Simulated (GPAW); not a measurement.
# GaP (F-43m) in GPAW: a series of runs

One crystal, GaP, is run at these levels: PBEsol, RPBE, revPBE, BLYP, r2SCAN; tasks: band structure.

All numbers are computed with GPAW 26.7.0; they aren't measurements. Logs are shortened: lines on timing, memory, paths and dates and some standing lists are left out, and cuts for length are marked. The log counts tension as positive stress, the text compression.

**Measured values to compare with.**

“Stacking defects in GaP nanowires: Electronic structure and optical properties”, 2018, arxiv:1810.01194 quotes, for a bulk crystal of GaP at 10 K: band gap 2.34 eV (indirect).

How close the calculation comes is told below.

## (1) The crystal as given

The structure is cubic, space group F-43m (No. 216). The conventional cell has a = 5.451 Å, b = 5.451 Å, c = 5.451 Å, α = 90.00°, β = 90.00°, γ = 90.00°. Around Ga (site symmetry -43m) lie 4 P at 2.36 Å. P (site symmetry -43m) is surrounded by 4 Ga at 2.36 Å.

## (2) Band structure, PBEsol, spin-orbit coupling, no magnetisation

Contents of run.py:

```python
import numpy as np
from ase.dft.bandgap import bandgap
from ase.io import read, write
from ase.units import GPa
from gpaw import GPAW, PW, setup_paths
from gpaw.spinorbit import soc_eigenstates

setup_paths.insert(0, '.')

atoms = read('GaP.xyz')

calc = GPAW(mode=PW(600),
            xc='PBEsol',
            kpts={'size': (6, 6, 6), 'gamma': True},
            occupations={'name': 'fermi-dirac', 'width': 0.05},
            nbands=11,
            convergence={'density': 1e-05, 'energy': 1e-05},
            maxiter=150,
            txt='gpaw.txt')
atoms.calc = calc
energy = atoms.get_potential_energy()
forces = atoms.get_forces()
stress = atoms.get_stress()
calc.write('gs.gpw')
write('result.traj', atoms)
print(f'Energy: {energy:.6f} eV')
print('Forces (eV/A):')
print(forces.round(4))
print('Stress (GPa):', (stress / GPa).round(3))
print('Fermi level:', round(calc.get_fermi_level(), 4), 'eV')
print(f'Gap: {bandgap(calc)[0]:.4f} eV, direct: {bandgap(calc, direct=True)[0]:.4f} eV')

path = atoms.cell.bandpath('GXWKGLUWLK,UX', npoints=60, eps=1e-4)
bs_calc = calc.fixed_density(kpts=path, symmetry='off', nbands=21,
                             convergence={'bands': 'CBM+6.0', 'eigenstates': 1e-6}, txt='bands.txt')
bs = bs_calc.band_structure()
bs.write('bs.json')
print(f'Gap on the path: {bandgap(bs_calc)[0]:.4f} eV')

soc = soc_eigenstates(bs_calc, theta=0, phi=0)
np.savetxt('soc_bands.dat', soc.eigenvalues(), fmt='%.4f')
mesh = soc_eigenstates('gs.gpw', theta=0, phi=0)
np.savetxt('soc_mesh.dat', mesh.eigenvalues(), fmt='%.4f')
print('Fermi level with spin-orbit coupling:', round(mesh.fermi_level, 4), 'eV')
```

Contents of GaP.xyz:

```xyz
2
Lattice="0.0000000000 2.7252500000 2.7252500000 2.7252500000 0.0000000000 2.7252500000 2.7252500000 2.7252500000 0.0000000000" Properties=species:S:1:pos:R:3 pbc="T T T"
Ga     0.0000000000      0.0000000000      0.0000000000
P      4.0878750000      4.0878750000      4.0878750000
```

Potentials or basis: PAW data sets generated in the run's folder for this functional, pw.

Launch:

```bash
> gpaw-setup -f PBEsol Ga P
> OMP_NUM_THREADS=1 python run.py
```

gpaw.txt:

```text
__  _  _
 | _ |_)|_||  |
 |__||  | ||/\| - 26.7.0

Input parameters:
  mode=PW(ecut=600.0),
  convergence={'density': 1e-05, 'energy': 1e-05},
  kpts=MonkhorstPack(size=(6, 6, 6), gamma=True),
  maxiter=150,
  nbands=11,
  occupations=Occupations(name='fermi-dirac', width=0.05),
  xc=XC(name='PBEsol')

Diagonalizing LCAO Hamiltonian
Converting LCAO to pw mode

                    P

       Ga

Atoms  # Å, Bohr magnetons
|   | symbol |        x |        y |        z |    initial magnetic moments |
|---|--------|----------|----------|----------|-----------------------------|
| 0 |     Ga | 0.000000 | 0.000000 | 0.000000 | ( 0.0000,  0.0000,  0.0000) |
| 1 |      P | 4.087875 | 4.087875 | 4.087875 | ( 0.0000,  0.0000,  0.0000) |

Unit cell  # Å
| periodic |        x |        y |        z |  lengths |    angles |
|----------|----------|----------|----------|----------|-----------|
|      yes | 0.000000 | 2.725250 | 2.725250 | 3.854086 | 60.000000 |
|      yes | 2.725250 | 0.000000 | 2.725250 | 3.854086 | 60.000000 |
|      yes | 2.725250 | 2.725250 | 0.000000 | 3.854086 | 60.000000 |

Number of symmetries: 24
Symmetry operations  # r_c * U_cc + t_c -> r_c
|    | kind |            matrix            |
|----|------|------------------------------|
|  0 |  E   |  1, 0, 0,  0, 1, 0,  0, 0, 1 |
|  1 |  σ   |  1, 0, 0,  0, 0, 1,  0, 1, 0 |
|  2 |  σ   |  1, 0,-1,  0, 1,-1,  0, 0,-1 |
|  3 |  C3  |  1, 0,-1,  0, 0,-1,  0, 1,-1 |
|  4 |  C3  |  1,-1, 0,  0,-1, 1,  0,-1, 0 |
|  5 |  σ   |  1,-1, 0,  0,-1, 0,  0,-1, 1 |
|  6 |  σ   |  0, 1, 0,  1, 0, 0,  0, 0, 1 |
|  7 |  C3  |  0, 1, 0,  0, 0, 1,  1, 0, 0 |
|  8 |  C2  |  0, 1,-1,  1, 0,-1,  0, 0,-1 |
|  9 |  S4  |  0, 1,-1,  0, 0,-1,  1, 0,-1 |
| 10 |  C3  |  0, 0, 1,  1, 0, 0,  0, 1, 0 |
| 11 |  σ   |  0, 0, 1,  0, 1, 0,  1, 0, 0 |
| 12 |  S4  |  0, 0,-1,  1, 0,-1,  0, 1,-1 |
| 13 |  C3  |  0, 0,-1,  0, 1,-1,  1, 0,-1 |
| 14 |  S4  |  0,-1, 1,  1,-1, 0,  0,-1, 0 |
| 15 |  C2  |  0,-1, 1,  0,-1, 0,  1,-1, 0 |
| 16 |  C3  |  0,-1, 0,  1,-1, 0,  0,-1, 1 |
| 17 |  S4  |  0,-1, 0,  0,-1, 1,  1,-1, 0 |
| 18 |  S4  | -1, 1, 0, -1, 0, 1, -1, 0, 0 |
| 19 |  C3  | -1, 1, 0, -1, 0, 0, -1, 0, 1 |
| 20 |  C3  | -1, 0, 1, -1, 1, 0, -1, 0, 0 |
| 21 |  S4  | -1, 0, 1, -1, 0, 0, -1, 1, 0 |
| 22 |  σ   | -1, 0, 0, -1, 1, 0, -1, 0, 1 |
| 23 |  C2  | -1, 0, 0, -1, 0, 1, -1, 1, 0 |

BZ-sampling:
  Number of BZ points: 216
  Number of IBZ points: 16

  Monkhorst-Pack size: [6, 6, 6]
  Monkhorst-Pack shift: [0.08333333333333333, 0.08333333333333333, 0.08333333333333333]

K-points  # in reciprocal-cell coordinates
|     |                                coordinates |     weight |
|-----|--------------------------------------------|------------|
|   0 | (  0.00000000,   0.00000000,   0.00000000) | 0.00462963 |
|   1 | (  0.16666667,   0.16666667,   0.00000000) | 0.02777778 |
|   2 | (  0.16666667,   0.16666667,   0.16666667) | 0.03703704 |
|   3 | (  0.33333333,   0.16666667,   0.16666667) | 0.05555556 |
|   4 | (  0.33333333,   0.33333333,  -0.33333333) | 0.05555556 |
|   5 | (  0.33333333,   0.33333333,   0.00000000) | 0.02777778 |
|   6 | (  0.33333333,   0.33333333,   0.16666667) | 0.11111111 |
|   7 | (  0.33333333,   0.33333333,   0.33333333) | 0.03703704 |
|   8 | (  0.50000000,   0.33333333,  -0.33333333) | 0.11111111 |
|   9 | (  0.50000000,   0.33333333,  -0.16666667) | 0.05555556 |
| ... |                                            |            |
|  15 | (  0.50000000,   0.50000000,   0.50000000) | 0.01851852 |

Plane wave coefficients: 1363
Cutoff: 600.0 eV

Spin-components: 1 (collinear spins)
Bands:           11
Projectors:      10
Spin-degeneracy: 2
Datatype:        complex128

Parallelization:
  kpt:    1
  domain: 1
  band:   1

Density:
  Valence electrons: 8.0
  Components: 1
  Grid points: [24 24 24]
  Charge: 0.0  # |e|

Potential:
  Grid points: [24 24 24]

species:
  Ga:
    name:    Gallium
    Z:       31.0
    valence: 3
    core:    28
    charge:  0.0  # [|e|]
    compensation charges:
      type: gauss
      rc: 0.37  # [Å]
      lmax: 2
    cutoffs:
      filter: 2.06  # [Å]
      core: 4.17  # [Å]
    projectors
    | kind |    occ | energy [eV] | rcut [Å] |
    |------|--------|-------------|----------|
    |   4s |  2.000 |      -8.959 |    1.164 |
    |   4p |  1.000 |      -2.572 |    1.164 |
    |    s |        |      18.252 |    1.164 |
    |    p |        |      24.640 |    1.164 |
    |    d |        |       0.000 |    1.164 |

    Using partial waves for Ga as LCAO basis

  P:
    name:    Phosphorus
    Z:       15.0
    valence: 5
    core:    10
    charge:  0.0  # [|e|]
    compensation charges:
      type: gauss
      rc: 0.30  # [Å]
      lmax: 2
    cutoffs:
      filter: 1.69  # [Å]
      core: 1.81  # [Å]
    projectors
    | kind |    occ | energy [eV] | rcut [Å] |
    |------|--------|-------------|----------|
    |   3s |  2.000 |     -13.916 |    0.953 |
    |   3p |  3.000 |      -5.479 |    0.953 |
    |    s |        |      13.296 |    0.953 |
    |    p |        |      21.732 |    0.953 |
    |    d |        |       0.000 |    0.953 |

    Using partial waves for P as LCAO basis

Reference energy: -62131.327136  # eV

eigensolver:
  PPCG
  Converge bands: occupied
  niter=2

density mixing:
  MSR1-Mixer
  Pratt-step length: 0.05
  Maximum mixing coefficient: 0.75
  Old densities: 10
  SVD Regularization: 0.005
  Good broyden scale: 1.0
  Trust region scale: 1.0
  Backstep threshold: 4.0
  History deletion threshold: 6.0
  Fourier metric: weight=20.0, sigma=0.015

occupation numbers:
  Fermi-Dirac:
    width: 0.0500  # eV

poisson solver:
  ecut: 4800.0  # eV

xc functional:
  name: PBEsol with 2 nearest neighbor stencil

convergence criteria:
- Maximum integral of absolute [dens]ity change: 1e-05 electrons / valence electron
- Maximum [total energy] change in last 3 cyles: 1e-05 eV / valence electron
- Maximum integral of absolute [eigenst]ate change: 4e-08 eV^2 / valence electron
maximum number of iterations: 150

SCF iterations
|iter     | |      energy | eigst |  dens |
|---------|-|-------------|-------|-------|
|iter:   1| |   -9.998800 | -0.28 |       |
|iter:   2| |   -9.965669 | -2.36 | -0.85 |
|iter:   3| |   -9.810204 | -1.94 | -0.88 |
|iter:   4| |   -9.809593 | -3.44 | -1.54 |
|iter:   5| |   -9.809691 | -4.45 | -2.10 |
|iter:   6| |   -9.809718 | -5.76 | -2.81 |
|iter:   7| |   -9.809718c| -7.35 | -3.86 |
|iter:   8| |   -9.809718c| -7.69c| -4.40 |
|iter:   9| |   -9.809718c| -8.72c| -5.32c|

Converged in 9 steps
Energy contributions relative to reference atoms: (reference = -62131.327136)

Energy contributions:
  Kinetic:          23.733868
  Coulomb:         -20.927250
  Zero:              0.010139
  External:          0.000000
  Xc:              -12.626475
  Entropy:          -0.000000
  Spinorbit:         0.000000
  ----------------------------
  Free energy:      -9.809718
  Extrapolated:     -9.809718

dipole moment: (-10.815909, -10.815909, -10.815909)  # |e|*Ang

Fermi level: 5.626
Eigenvalues  # (at kpt = [0.000, 0.000, 0.000])
| band index |      eig [eV] | occ [0-2] |
|------------|---------------|-----------|
|          0 |        -7.621 |     2.000 |
|          1 |         4.871 |     2.000 |
|          2 |         4.871 |     2.000 |
|          3 |         4.871 |     2.000 |
|          4 |         6.682 |     0.000 |
|          5 |         8.731 |     0.000 |
|          6 |         8.731 |     0.000 |
|          7 |         8.731 |     0.000 |
|          8 |        13.513 |     0.000 |
|          9 |        14.534 |     0.000 |
|         10 |        14.534 |     0.000 |

Gap: 1.523 eV
Transition (v -> c):
  (s=0, k=0, n=3, [0.00, 0.00, 0.00]) -> (s=0, k=12, n=4, [0.50, 0.50, 0.00])
Direct/indirect transitions are different
Direct gap: 1.811 eV
Transition at: (s=0, k=0, n=3, [0.00, 0.00, 0.00])

Forces  # eV/Ang
|        x |        y |        z |
|----------|----------|----------|
|  0.00000 | -0.00000 | -0.00000 |  # Ga   0
| -0.00000 | -0.00000 |  0.00000 |  # P    1

Stress tensor  # eV/Ang^3
|         x |         y |         z |
|-----------|-----------|-----------|
| -0.009808 |  0.000000 | -0.000000 |
|  0.000000 | -0.009808 | -0.000000 |
| -0.000000 | -0.000000 | -0.009808 |

# Writing to gs.gpw (mode='')
```

Run time: 24 s. Hardware: 1 thread of Arm Neoverse V1, shared host; peak memory 0.21 GiB.

What came out:

```
Free energy             : -9.8097 eV
Pressure                : 1.6 GPa
Band gap on the k mesh  : 1.49 eV, indirect (least direct gap 1.78 eV)
Band gap along the path : 1.45 eV, indirect (least direct gap 1.78 eV)
```

Levels at the corners of the path, in eV from the valence-band top:
```
point  band 5  band 6  band 7  band 8  band 9  band 10  band 11  band 12
    Γ    0.00    0.00    0.00    0.00    1.78     1.78     3.71     3.72
    X   -2.74   -2.74   -2.71   -2.71    1.49     1.49     1.71     1.71
    W   -3.68   -3.66   -3.51   -3.46    4.59     4.60     4.84     4.87
    K   -4.04   -4.01   -2.30   -2.30    2.06     2.07     4.73     4.73
    Γ    0.00    0.00    0.00    0.00    1.78     1.78     3.71     3.72
    L   -1.19   -1.19   -1.11   -1.11    1.60     1.60     4.61     4.61
    U   -4.04   -4.01   -2.30   -2.30    2.06     2.07     4.73     4.73
    W   -3.68   -3.66   -3.51   -3.46    4.59     4.60     4.84     4.87
    L   -1.19   -1.19   -1.11   -1.11    1.60     1.60     4.61     4.61
    K   -4.04   -4.01   -2.30   -2.30    2.06     2.07     4.73     4.73
    U   -4.04   -4.01   -2.30   -2.30    2.06     2.07     4.73     4.73
    X   -2.74   -2.74   -2.71   -2.71    1.49     1.49     1.71     1.71
```

Caveat: spin-orbit coupling was added after a scalar SCF, so levels and gaps hold it while energy, forces, pressure and moments don't; this program's spin-orbit splittings come out too wide for heavy elements.

## (3) Band structure, RPBE

Edit run.py of step 2 so:

```diff
@@ -1,2 +1 @@
-import numpy as np
 from ase.dft.bandgap import bandgap
@@ -4,12 +3,9 @@
 from ase.units import GPa
-from gpaw import GPAW, PW, setup_paths
-from gpaw.spinorbit import soc_eigenstates
+from gpaw import GPAW, PW
 
-setup_paths.insert(0, '.')
-
-atoms = read('GaP.xyz')
+atoms = read('POSCAR')
 
 calc = GPAW(mode=PW(600),
-            xc='PBEsol',
-            kpts={'size': (6, 6, 6), 'gamma': True},
+            xc='RPBE',
+            kpts={'size': (8, 8, 8), 'gamma': True},
             occupations={'name': 'fermi-dirac', 'width': 0.05},
@@ -38,7 +34 @@
 print(f'Gap on the path: {bandgap(bs_calc)[0]:.4f} eV')
-
-soc = soc_eigenstates(bs_calc, theta=0, phi=0)
-np.savetxt('soc_bands.dat', soc.eigenvalues(), fmt='%.4f')
-mesh = soc_eigenstates('gs.gpw', theta=0, phi=0)
-np.savetxt('soc_mesh.dat', mesh.eigenvalues(), fmt='%.4f')
-print('Fermi level with spin-orbit coupling:', round(mesh.fermi_level, 4), 'eV')
```

Contents of POSCAR:

```
GaP
1.0
    0.0000000000      2.7252500000      2.7252500000
    2.7252500000      0.0000000000      2.7252500000
    2.7252500000      2.7252500000      0.0000000000
Ga P
1 1
Direct
    0.0000000000      0.0000000000      0.0000000000
    0.7500000000      0.7500000000      0.7500000000
```

Potentials or basis: the program's PAW data sets (release 1.2.1) made for this functional, pw.

Launch:

```bash
> OMP_NUM_THREADS=1 python run.py
```

It took 26 s on 1 thread of Arm Neoverse V1, shared host; peak memory 0.21 GiB.

It converged, with:

```yaml
Free_energy: -8.3450 eV
Pressure: 6.7 GPa
Band_gap_on_the_k_mesh: 1.76 eV, indirect (least direct gap 2.02 eV)
Band_gap_along_the_path: 1.71 eV, indirect (least direct gap 2.02 eV)
```

Levels at the corners of the path, in eV from the valence-band top:
| point | band 1 | band 2 | band 3 | band 4 | band 5 | band 6 | band 7 | band 8 |
| --- | --- | --- | --- | --- | --- | --- | --- | --- |
| Γ | -12.43 | 0.00 | 0.00 | 0.00 | 2.02 | 3.97 | 3.97 | 3.97 |
| X | -9.65 | -6.67 | -2.65 | -2.65 | 1.77 | 1.94 | 10.70 | 10.70 |
| W | -9.58 | -6.45 | -3.56 | -3.37 | 4.81 | 4.96 | 6.22 | 6.27 |
| K | -9.69 | -6.46 | -3.90 | -2.23 | 2.30 | 4.91 | 8.32 | 8.39 |
| Γ | -12.43 | 0.00 | 0.00 | 0.00 | 2.02 | 3.97 | 3.97 | 3.97 |
| L | -10.52 | -6.55 | -1.11 | -1.11 | 1.82 | 4.79 | 4.79 | 8.48 |
| U | -9.69 | -6.46 | -3.90 | -2.23 | 2.30 | 4.91 | 8.32 | 8.39 |
| W | -9.58 | -6.45 | -3.56 | -3.37 | 4.81 | 4.96 | 6.22 | 6.27 |
| L | -10.52 | -6.55 | -1.11 | -1.11 | 1.82 | 4.79 | 4.79 | 8.48 |
| K | -9.69 | -6.46 | -3.90 | -2.23 | 2.30 | 4.91 | 8.32 | 8.39 |
| U | -9.69 | -6.46 | -3.90 | -2.23 | 2.30 | 4.91 | 8.32 | 8.39 |
| X | -9.65 | -6.67 | -2.65 | -2.65 | 1.77 | 1.94 | 10.70 | 10.70 |

[end of part 1 of 2]
